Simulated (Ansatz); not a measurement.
Si3N4:

```
CELL_PARAMETERS angstrom
4.13078 0.00000 0.00000
0.00000 4.13078 0.00000
0.00000 0.00000 4.13078
ATOMIC_POSITIONS crystal
Si 0.00000 0.00000 0.50000
Si 0.50000 0.00000 0.00000
Si 0.00000 0.50000 0.00000
N 0.23952 0.23952 0.76048
N 0.76048 0.76048 0.76048
N 0.23952 0.76048 0.23952
N 0.76048 0.23952 0.23952
```

The cell was built by a generator and needn't be a form met in nature.

```yaml
Program: Ansatz 0.2.0
Task: relaxation of cell and atoms
Functional: BLYP
Dispersion: D3(BJ)
Potentials_or_basis: Ansatz PAW
Cutoff: "420 eV (not typed: the program's choice for these potentials)"
k_mesh: 7 × 7 × 7
Occupations: fermi-dirac, width 0.05 eV
Spin: no spin polarisation
```

At the start: volume 10.07 Å³/atom.

Question: How do energy, volume and symmetry change on relaxing?

Answer: It ends after 7 steps and the volume is 9.83 Å³/atom (-2.4 %); space group P-43m (No. 215, to 0.05 Å).

Step by step:
| step | energy change (eV) | largest force (eV/Å) | volume (Å³) |
| --- | --- | --- | --- |
| 1 | 0.0000 | 0.1274 | 70.48 |
| 2 | -0.0238 | 0.1584 | 69.51 |
| 3 | -0.0323 | 0.0412 | 68.86 |
| 4 | -0.0325 | 0.0050 | 68.86 |
| 5 | -0.0271 | 0.0044 | 68.86 |
| 6 | -0.0272 | 0.0000 | 68.83 |
| 7 | -0.0270 | 0.0001 | 68.83 |

Final structure:
```yaml
crystal:
  lattice:
    - [4.09813, 0.00000, 0.00000]
    - [0.00000, 4.09813, 0.00000]
    - [0.00000, 0.00000, 4.09813]
  atoms:
    - { symbol: Si, position: [0.00000, 0.00000, 0.50000] }
    - { symbol: Si, position: [0.50000, 0.00000, 0.00000] }
    - { symbol: Si, position: [0.00000, 0.50000, 0.00000] }
    - { symbol: N, position: [0.24002, 0.24002, 0.75998] }
    - { symbol: N, position: [0.75998, 0.75998, 0.75998] }
    - { symbol: N, position: [0.24002, 0.75998, 0.24002] }
    - { symbol: N, position: [0.75998, 0.24002, 0.24002] }
```

Caveat: the plane-wave basis is chosen anew once the cell has moved, so the energies of steps on either side of that aren't comparable; the pressure holds a Pulay correction of +0.6 GPa for the finite cutoff; the PAW data sets come from PBE, with cores solved anew for the run's functional, which leaves a small shift of forces and pressure.
